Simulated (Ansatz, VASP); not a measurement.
# Mg in VASP and in Ansatz

```xyz
2
Lattice="3.0659 0.0000 0.0000 -1.5329 2.6551 0.0000 0.0000 0.0000 4.9807" Properties=species:S:1:pos:R:3 pbc="T T T"
Mg    0.0000    1.7701    1.2452
Mg    1.5329    0.8850    3.7355
```

Alike in both runs: functional PBE; k mesh 14 × 14 × 8; occupations fermi-dirac, width 0.08 eV; no spin polarisation.

Ansatz relaxed the structure, and its values are those at the end. VASP's run is a single point on that final structure, the one shown.

|  | VASP | Ansatz |
| --- | --- | --- |
| version | VASP 6.6.1 | Ansatz 0.2.0 |
| potentials or method | VASP PAW PBE potentials, release 64 (Mg), cutoff 520 eV | all-electron LAPW, scalar-relativistic |

|  | VASP | Ansatz | Ansatz less VASP |
| --- | --- | --- | --- |
| pressure (GPa) | 5.6 | 5.7 | +0.08 |

Ansatz ran all-electron here, so the differences hold the error of VASP's frozen core and of both bases.
